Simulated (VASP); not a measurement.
# Vibrations of InP: a test of the settings, part 2 of 2

How far do the zone-centre frequencies of InP depend on the numerical settings? The starting structure is a measured crystal structure from the Crystallography Open Database.

VASP 6.6.1.

Results so far: reference T2 303.1 cm⁻¹.

## 3. Modes with a 4×4×4 mesh

Level of this step: LDA; plane waves and PAW (In_d, P) (VASP).

Against step 2 the input has a 4×4×4 mesh.

INCAR

```
SYSTEM = InP
PREC = Accurate
ENCUT = 450
EDIFF = 1E-08
NELM = 100
ISMEAR = 0
SIGMA = 0.03
LREAL = .FALSE.
ALGO = Normal
GGA = CA
NBANDS = 15
LORBIT = 11
LWAVE = .FALSE.
LCHARG = .FALSE.
KPAR = 2
IBRION = 8
LEPSILON = .TRUE.
ISIF = 2
```

POSCAR

```
InP
1.0
    0.0000000000      2.9142325403      2.9142325403
    2.9142325403      0.0000000000      2.9142325403
    2.9142325403      2.9142325403      0.0000000000
In P
1 1
Direct
    0.0000000000      0.0000000000      0.0000000000
    0.7500000000      0.7500000000      0.7500000000
```

KPOINTS

```
Automatic mesh
0
Gamma
4 4 4
0 0 0
```

The projector-augmented-wave data sets are In_d and P (LDA family, release 64).

Started as:

```
> mpirun -np 2 vasp_std
```

What it wrote:

```text
[... set-up lines as in an earlier step ...]
 entering main loop
       N       E                     dE             d eps       ncg     rms          rms(c)
DAV:   1     0.104086972348E+03    0.10409E+03   -0.77204E+03   240   0.124E+03
DAV:   2    -0.226796630701E+01   -0.10635E+03   -0.10012E+03   268   0.289E+02
DAV:   3    -0.982064112041E+01   -0.75527E+01   -0.75246E+01   289   0.792E+01
DAV:   4    -0.100252837963E+02   -0.20464E+00   -0.20458E+00   312   0.140E+01
[...]
DAV:  13    -0.955129682958E+01    0.46831E-07   -0.34316E-07   313   0.485E-03    0.133E-02
DAV:  14    -0.955129677464E+01    0.54941E-07   -0.11716E-07   310   0.447E-03    0.253E-03
DAV:  15    -0.955129676981E+01    0.48283E-08   -0.24788E-08   275   0.113E-03
   1 F= -.95512968E+01 E0= -.95512968E+01  d E =-.174169E-11
 Linear response reoptimize wavefunctions to high precision
DAV:   1    -0.955129676955E+01    0.25648E-09   -0.57855E-10   225   0.162E-04
DAV:   2    -0.955129676954E+01    0.15007E-10   -0.60876E-11   162   0.648E-05
 Linear response G [H, r] |phi>, progress :
  Direction:   1
[...]
RMM:  18    -0.236845879588E+00    0.74108E-08   -0.59735E-08   420   0.197E-06    0.258E-07
 first order change of Fermi-energy   0.24933E-04
 force on displaced ion       1 direction 1 :  -8.344   0.000   0.000
 Born effective charge ion    1 direction 1 :   2.680   0.000   0.000
 Linear response progress:
  Degree of freedom:   2/  2
       N       E                     dE             d eps       ncg     rms          rms(c)
RMM:   1    -0.496995967341E-01   -0.49700E-01    0.41588E-02  1145   0.185E+00
RMM:   2    -0.485444682520E-01    0.11551E-02    0.22295E-04   891   0.633E-01    0.156E-01
RMM:   3    -0.491332881294E-01   -0.58882E-03   -0.15879E-03  1001   0.264E-01    0.602E-02
RMM:   4    -0.493917508750E-01   -0.25846E-03   -0.26313E-04  1022   0.100E-01    0.181E-02
[...]
RMM:  11    -0.494088969164E-01   -0.12880E-06    0.21027E-07  1102   0.870E-05    0.579E-05
RMM:  12    -0.494088785024E-01    0.18414E-07   -0.96398E-08  1082   0.356E-05    0.365E-05
RMM:  13    -0.494088761086E-01    0.23938E-08    0.29860E-08  1072   0.164E-05    0.488E-06
 first order change of Fermi-energy   0.63999E-04
 force on displaced ion       2 direction 1 :  -8.311  -0.000  -0.000
 Born effective charge ion    2 direction 1 :  -5.053   0.000   0.000
 Born effective charges drift removed
 Linear response finished
```

Elapsed: 1.9 min, on 2 MPI ranks of AMD EPYC 7R43, shared host; peak memory 0.29 GiB.

OUTCAR, selected parts (step 3):

```text
  Total        0.0610473      0.0610473      0.0610473     -0.0000000      0.0000000     -0.0000000
  in kB        1.9759434      1.9759434      1.9759434     -0.0000000      0.0000000     -0.0000000
  external PRESSURE =       1.9759434 kB  Pullay stress =       0.0000000 kB

 POSITION                                       TOTAL-FORCE (eV/Angst)
 -----------------------------------------------------------------------------------
      0.00000      0.00000      0.00000         0.000000      0.000000      0.000000
      4.37135      4.37135      4.37135        -0.000000     -0.000000     -0.000000
 -----------------------------------------------------------------------------------
    total drift:                                0.000000      0.000000      0.000000

 MACROSCOPIC STATIC DIELECTRIC TENSOR (including local field effects in DFT)
 ------------------------------------------------------
          71.141534    -0.000000     0.000000
           0.000000    71.141534    -0.000000
           0.000000     0.000000    71.141534
 ------------------------------------------------------

 MACROSCOPIC STATIC DIELECTRIC TENSOR IONIC CONTRIBUTION
 ------------------------------------------------------
           6.572202     0.000000     0.000000
           0.000000     6.572202     0.000000
           0.000000     0.000000     6.572202
 ------------------------------------------------------

[... 1 part as in an earlier step ...]

[... 1 further part left out ...]
```

With a 4×4×4 mesh the mode is T2 304.5 cm⁻¹, +1.4 cm⁻¹ from the reference.

## 4. Modes with a cutoff of 260 eV

Against step 2 the input has ENCUT = 260.

INCAR: that of step 3 with these lines changed.

```diff
@@ -2,3 +2,3 @@
 PREC = Accurate
-ENCUT = 450
+ENCUT = 260
 EDIFF = 1E-08
```

POSCAR is that of step 3.

KPOINTS

```
Automatic mesh
0
Gamma
6 6 6
0 0 0
```

Started as:

```
> mpirun -np 2 vasp_std
```

What it wrote:

```text
[... set-up lines as in an earlier step ...]
 entering main loop
       N       E                     dE             d eps       ncg     rms          rms(c)
DAV:   1     0.863009901503E+02    0.86301E+02   -0.59133E+03   503   0.815E+02
DAV:   2    -0.536035150880E+01   -0.91661E+02   -0.88861E+02   522   0.232E+02
DAV:   3    -0.100075966549E+02   -0.46472E+01   -0.46339E+01   627   0.577E+01
DAV:   4    -0.100975903573E+02   -0.89994E-01   -0.89977E-01   587   0.890E+00
[...]
DAV:  12    -0.965430063142E+01    0.26931E-05   -0.61418E-06   601   0.165E-02    0.984E-03
DAV:  13    -0.965430066985E+01   -0.38433E-07   -0.68135E-07   620   0.443E-03    0.735E-03
DAV:  14    -0.965430066000E+01    0.98501E-08   -0.27780E-08   628   0.286E-03
   1 F= -.96543007E+01 E0= -.96543007E+01  d E =-.240673E-17
 Linear response reoptimize wavefunctions to high precision
DAV:   1    -0.965430065519E+01    0.48058E-08   -0.23733E-08   641   0.121E-03
DAV:   2    -0.965430065533E+01   -0.13870E-09   -0.14492E-09   477   0.214E-04
[...]
RMM:  15    -0.233337633660E+00   -0.24191E-08    0.12202E-08  2583   0.146E-05    0.222E-06
 first order change of Fermi-energy   0.18734E-04
 force on displaced ion       1 direction 1 :  -8.300   0.000   0.000
 Born effective charge ion    1 direction 1 :   2.544   0.000   0.000
 Linear response progress:
  Degree of freedom:   2/  2
       N       E                     dE             d eps       ncg     rms          rms(c)
RMM:   1    -0.500553397212E-01   -0.50055E-01    0.36431E-02  2908   0.177E+00
RMM:   2    -0.483484106131E-01    0.17069E-02   -0.75386E-04  2240   0.582E-01    0.156E-01
RMM:   3    -0.488138526565E-01   -0.46544E-03   -0.13428E-03  2521   0.233E-01    0.594E-02
RMM:   4    -0.490459310196E-01   -0.23208E-03   -0.18017E-04  2582   0.878E-02    0.175E-02
[...]
RMM:  10    -0.490694372863E-01   -0.18088E-06    0.62350E-08  2712   0.182E-04    0.471E-05
RMM:  11    -0.490694529845E-01   -0.15698E-07    0.45190E-08  2825   0.650E-05    0.319E-05
RMM:  12    -0.490694446695E-01    0.83150E-08   -0.53564E-08  2781   0.240E-05    0.126E-05
 first order change of Fermi-energy   0.15250E-03
 force on displaced ion       2 direction 1 :  -8.252  -0.000  -0.000
 Born effective charge ion    2 direction 1 :  -3.125   0.000   0.000
 Born effective charges drift removed
 Linear response finished
```

Wall time 1.8 min (2 MPI ranks); peak memory 0.24 GiB.

Parts of OUTCAR (step 4):

```text
  Total       -0.0683420     -0.0683420     -0.0683420     -0.0000000      0.0000000     -0.0000000
  in kB       -2.2120539     -2.2120539     -2.2120539     -0.0000000      0.0000000     -0.0000000
  external PRESSURE =      -2.2120539 kB  Pullay stress =       0.0000000 kB

 POSITION                                       TOTAL-FORCE (eV/Angst)
 -----------------------------------------------------------------------------------
      0.00000      0.00000      0.00000         0.000000      0.000000      0.000000
      4.37135      4.37135      4.37135        -0.000000     -0.000000     -0.000000
 -----------------------------------------------------------------------------------
    total drift:                               -0.000002     -0.000002     -0.000002

 MACROSCOPIC STATIC DIELECTRIC TENSOR (including local field effects in DFT)
 ------------------------------------------------------
          28.151413     0.000000    -0.000000
           0.000000    28.151413    -0.000000
           0.000000    -0.000000    28.151413
 ------------------------------------------------------

 MACROSCOPIC STATIC DIELECTRIC TENSOR IONIC CONTRIBUTION
 ------------------------------------------------------
           3.556650     0.000000    -0.000000
           0.000000     3.556650    -0.000000
          -0.000000    -0.000000     3.556650
 ------------------------------------------------------

[... 1 part as in an earlier step ...]

[... 1 further part left out ...]
```

With a cutoff of 260 eV the mode is T2 303.5 cm⁻¹, +0.4 cm⁻¹ from the reference.

## 5. Modes with an 8×8×8 mesh

Against step 2 the input has an 8×8×8 mesh.

INCAR: that of step 4 with these lines changed.

```diff
@@ -2,3 +2,3 @@
 PREC = Accurate
-ENCUT = 260
+ENCUT = 450
 EDIFF = 1E-08
```

POSCAR is that of step 4.

KPOINTS

```
Automatic mesh
0
Gamma
8 8 8
0 0 0
```

Started as:

```
> mpirun -np 2 vasp_std
```

What it wrote:

```text
[... set-up lines as in an earlier step ...]
 entering main loop
       N       E                     dE             d eps       ncg     rms          rms(c)
DAV:   1     0.108817166116E+03    0.10882E+03   -0.76620E+03   870   0.118E+03
DAV:   2    -0.281653118289E+01   -0.11163E+03   -0.10718E+03   961   0.297E+02
DAV:   3    -0.992283181597E+01   -0.71063E+01   -0.70749E+01  1080   0.774E+01
DAV:   4    -0.101083808547E+02   -0.18555E+00   -0.18549E+00  1109   0.137E+01
[...]
DAV:  14    -0.967232184086E+01    0.25574E-07   -0.40058E-08  1101   0.311E-03    0.308E-03
DAV:  15    -0.967232183069E+01    0.10165E-07   -0.32552E-08  1073   0.170E-03    0.793E-04
DAV:  16    -0.967232183079E+01   -0.95270E-10   -0.14082E-09   617   0.250E-04
   1 F= -.96723218E+01 E0= -.96723218E+01  d E =-.335131E-23
 Linear response reoptimize wavefunctions to high precision
DAV:   1    -0.967232183079E+01   -0.20464E-11   -0.20362E-10   673   0.162E-04
 Linear response G [H, r] |phi>, progress :
  Direction:   1
       N       E                     dE             d eps       ncg     rms
[...]
RMM:  21    -0.236887340089E+00   -0.15691E-08    0.23343E-09  3666   0.777E-05    0.354E-07
 first order change of Fermi-energy   0.13208E-04
 force on displaced ion       1 direction 1 :  -8.257   0.000   0.000
 Born effective charge ion    1 direction 1 :   2.501   0.000   0.000
 Linear response progress:
  Degree of freedom:   2/  2
       N       E                     dE             d eps       ncg     rms          rms(c)
RMM:   1    -0.502886438380E-01   -0.50289E-01    0.34100E-02  6031   0.184E+00
RMM:   2    -0.482735428859E-01    0.20151E-02   -0.42095E-04  4665   0.651E-01    0.153E-01
RMM:   3    -0.488343016850E-01   -0.56076E-03   -0.15570E-03  5263   0.275E-01    0.590E-02
RMM:   4    -0.490803099996E-01   -0.24601E-03   -0.21303E-04  5352   0.104E-01    0.179E-02
[...]
RMM:  10    -0.491021410869E-01   -0.68216E-07    0.19718E-07  5717   0.225E-04    0.683E-05
RMM:  11    -0.491022079160E-01   -0.66829E-07   -0.17808E-08  5946   0.931E-05    0.462E-05
RMM:  12    -0.491022092871E-01   -0.13711E-08   -0.43433E-08  5777   0.416E-05    0.405E-05
 first order change of Fermi-energy   0.12747E-03
 force on displaced ion       2 direction 1 :  -8.223  -0.000  -0.000
 Born effective charge ion    2 direction 1 :  -2.684   0.000   0.000
 Born effective charges drift removed
 Linear response finished
```

The job ended after 6.5 min (2 MPI ranks; peak memory 0.47 GiB; 13 min of CPU time).

From OUTCAR (step 5):

```text
  Total        0.0006610      0.0006610      0.0006610     -0.0000000     -0.0000000     -0.0000000
  in kB        0.0213948      0.0213948      0.0213948     -0.0000000     -0.0000000     -0.0000000
  external PRESSURE =       0.0213948 kB  Pullay stress =       0.0000000 kB

 MACROSCOPIC STATIC DIELECTRIC TENSOR (including local field effects in DFT)
 ------------------------------------------------------
          17.786988    -0.000000    -0.000000
           0.000000    17.786988     0.000000
           0.000000     0.000000    17.786988
 ------------------------------------------------------

 MACROSCOPIC STATIC DIELECTRIC TENSOR IONIC CONTRIBUTION
 ------------------------------------------------------
           2.988349    -0.000000    -0.000000
          -0.000000     2.988349    -0.000000
          -0.000000    -0.000000     2.988349
 ------------------------------------------------------

[... 2 parts as in an earlier step ...]

[... 1 further part left out ...]
```

The log as kept lacks single lines of electronic cycles.

With an 8×8×8 mesh the mode is T2 302.9 cm⁻¹, -0.2 cm⁻¹ from the reference.

## 6. Modes with finite displacements

Against step 2 the input has IBRION = 6, NFREE = 2, POTIM = 0.015 and no LEPSILON (also changed: NSW).

INCAR: that of step 5 with these lines changed.

```diff
@@ -15,4 +15,6 @@
 KPAR = 2
-IBRION = 8
-LEPSILON = .TRUE.
+IBRION = 6
+NFREE = 2
+POTIM = 0.015
+NSW = 1
 ISIF = 2
```

POSCAR is that of step 5.

KPOINTS

```
Automatic mesh
0
Gamma
6 6 6
0 0 0
```

Started as:

```
> mpirun -np 2 vasp_std
```

What it wrote:

```text
[... set-up lines as in an earlier step ...]
 entering main loop
       N       E                     dE             d eps       ncg     rms          rms(c)
[... 16 cycles as in an earlier step ...]
   1 F= -.96599438E+01 E0= -.96599438E+01  d E =-.926054E-12
[...]
2 F= -.96590102E+01 E0= -.96590102E+01  d E =-.114260E-21
[...]
3 F= -.96590102E+01 E0= -.96590102E+01  d E =-.114589E-21
[...]
4 F= -.96590173E+01 E0= -.96590173E+01  d E =-.116242E-21
[...]
5 F= -.96590173E+01 E0= -.96590173E+01  d E =-.116453E-21
 Finite differences progress:
  Degree of freedom:   2/  2
  Displacement:        2/  2
  Total:               4/  4
```

It took 57 s on 2 MPI ranks; peak memory 0.29 GiB.

From OUTCAR (step 6):

```text
  Total       -0.0005255      0.0021054      0.0021054      0.0000000     -0.1237299      0.0000000
  in kB       -0.0170105      0.0681453      0.0681453      0.0000000     -4.0048174      0.0000000
  external PRESSURE =       0.0397600 kB  Pullay stress =       0.0000000 kB

 POSITION                                       TOTAL-FORCE (eV/Angst)
 -----------------------------------------------------------------------------------
      0.00000      0.00000      0.00000        -0.123505      0.000000      0.000000
      4.35635      4.37135      4.37135         0.123505      0.000000      0.000000
 -----------------------------------------------------------------------------------
    total drift:                               -0.000029     -0.000000     -0.000000

  FREE ENERGIE OF THE ION-ELECTRON SYSTEM (eV)
  ---------------------------------------------------
  free  energy   TOTEN  =        -9.6590172646 eV

  energy  without entropy=       -9.6590172646  energy(sigma->0) =       -9.65901726

[... 2 parts as in an earlier step ...]

[... 1 further part left out ...]
[key lines of the parts left out:]
E-fermi :   5.4228
```

The last energy, forces and stress in OUTCAR belong to the last displaced cell, not to that of POSCAR.

With finite displacements the mode is T2 303.1 cm⁻¹, as with the reference.

## 7. Comparison

```
                 run     T2                method  core minutes
           reference  303.1   perturbation theory          10.7
        a 4×4×4 mesh  304.5   perturbation theory           3.8
  a cutoff of 260 eV  303.5   perturbation theory          3.53
       an 8×8×8 mesh  302.9   perturbation theory          13.0
finite displacements  303.1  finite displacements           1.9
```

Modes are in cm⁻¹, degenerate ones as one, matched between runs by symmetry and order. A number in brackets counts the listed modes of one symmetry from the lowest. The symmetry labels come from an automatic analysis and can be wrong where levels nearly coincide. Core minutes are wall time times ranks of the run shown, on a shared host.

## 8. What came out

```yaml
t2_reference: 303.1 cm⁻¹
t2_a_4x4x4_mesh: 304.5 cm⁻¹
t2_a_cutoff_of_260_ev: 303.5 cm⁻¹
t2_an_8x8x8_mesh: 302.9 cm⁻¹
t2_finite_displacements: 303.1 cm⁻¹
```

In words: The largest change comes with a 4×4×4 mesh: +1.4 cm⁻¹ in T2. On finer settings the modes change by up to -0.2 cm⁻¹ in T2 with an 8×8×8 mesh. Other changes move the modes by more: +1.4 cm⁻¹ in T2 with a 4×4×4 mesh and +0.4 cm⁻¹ in T2 with a cutoff of 260 eV. The dielectric constants and Born charges in the logs aren't compared here; at a small gap they can be far off, and in a run without a gap they mean nothing. The frequencies are harmonic, and the splitting of polar modes by their long-range field is left out. Further runs on this material are not shown.

[Lines on the potential files, build, host, timing and source positions are cut from VASP's logs without a mark.]

[Logs are printed without paths, hosts, clocks, repeated set-up lines and the standing remarks that a program may print on its own settings, such as how far it seeks lower states.]

[Hosts, paths, dates, database ids (printed as entryN), source tags and the programs' standing remarks are cut or masked in the printed files.]
